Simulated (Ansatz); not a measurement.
FePt (Tetraferroplatinum):

```
CELL_PARAMETERS angstrom
2.72350 0.00000 0.00000
0.00000 2.72350 0.00000
0.00000 0.00000 3.72000
ATOMIC_POSITIONS crystal
Pt 0.50000 0.50000 0.50000
Fe 0.00000 0.00000 0.00000
```

* Program: Ansatz 0.2.0
* Task: relaxation of cell and atoms
* Functional: PBEsol
* Potentials or basis: Ansatz PAW
* Cutoff: 420 eV (not typed: the program's choice for these potentials)
* k mesh: 10 × 10 × 7
* Occupations: fermi-dirac, width 0.05 eV
* Spin: collinear spin, ferromagnetic start
* Starting moments: [0.0, 3.0] μB

At the start: volume 13.80 Å³/atom.

Problem. How do energy, volume and symmetry change on relaxing?

Solution. It ends after 5 steps and the volume is 13.42 Å³/atom (-2.7 %); space group P4/mmm (No. 123, to 0.05 Å); moment 3.23 μB per cell.

Step by step:
```tsv
step	energy change (eV)	largest force (eV/Å)	volume (Å³)
1	0.0000	0.0000	27.59
2	-0.0112	0.0000	26.47
3	-0.0150	0.0000	26.87
4	-0.0151	0.0000	26.85
5	-0.0147	0.0000	26.85
```

Final structure:
```yaml
crystal:
  lattice:
    - [2.69415, 0.00000, 0.00000]
    - [0.00000, 2.69415, 0.00000]
    - [0.00000, 0.00000, 3.69850]
  atoms:
    - { symbol: Pt, position: [0.50000, 0.50000, 0.50000] }
    - { symbol: Fe, position: [0.00000, 0.00000, 0.00000] }
```

Caveat: the plane-wave basis is chosen anew once the cell has moved, so the energies of steps on either side of that aren't comparable; the PAW data sets come from PBE, with cores solved anew for the run's functional, which leaves a small shift of forces and pressure.
